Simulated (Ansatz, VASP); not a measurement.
**Ru in VASP and in Ansatz**

INCAR

```
  PREC = Accurate
  ENCUT = 520
  EDIFF = 1E-6
  ISMEAR = -1
  SIGMA = 0.1
  LREAL = False
  LASPH = True
  NELM = 80
  ALGO = Normal
  ISIF = 2
  LWAVE = False
  LCHARG = False
  GGA = PS
  NBANDS = 13
```

Contents of KPOINTS:

```
Automatic mesh
0
Gamma
  15 15 15
```

File POSCAR:

```
Ru
1.0
    2.0326732121      0.0000000000      0.0000000000
    0.0000000000      2.0326732121      0.0000000000
    0.0000000000      0.0000000000      2.0326732121
Ru
1
Direct
    0.0000000000      0.0000000000      0.0000000000
```

Input for Ansatz:

```yaml
crystal:
  lattice:
    - [2.0326732121, 0.0, 0.0]
    - [0.0, 2.0326732121, 0.0]
    - [0.0, 0.0, 2.0326732121]
  atoms:
    - { symbol: Ru, position: [0.0, 0.0, 0.0] }
kpoints:
  mp_grid: { grid: [15, 15, 15] }
scf:
  occupations: { method: fermi_dirac, width: 0.1 }
hamiltonian:
  xc: pbesol
  pseudopotentials: { kind: all_electron, lapw: { basis_error: 0.001 } }
output:
  forces: true
  stress: true
  eigenvalues: true
  populations: true
```

Change from the starting cell: volume scaled by 0.55, LAPW.

Alike in both runs: task single point; functional PBEsol; k mesh 15 × 15 × 15; occupations fermi-dirac, width 0.1 eV; no spin polarisation.

```csv
,VASP,Ansatz
version,VASP 6.6.1,Ansatz 0.2.0
potentials or method,"VASP PAW PBE potentials, release 64 (Ru_pv)","all-electron LAPW, scalar-relativistic"
plane-wave cutoff (eV),520,see its input
```

|  | VASP | Ansatz | Ansatz less VASP |
| --- | --- | --- | --- |
| pressure (GPa) | 587.4 | 570.4 | -16.98 |

Ansatz ran all-electron here, so the differences hold the error of VASP's frozen core and of both bases.

Caveats: the cell as given lies far from equilibrium; so large a pressure means that the cell lies far from this level's equilibrium, or that cutoff or potentials fall short (VASP); the potentials were made for another functional, which shifts forces and pressure (VASP).
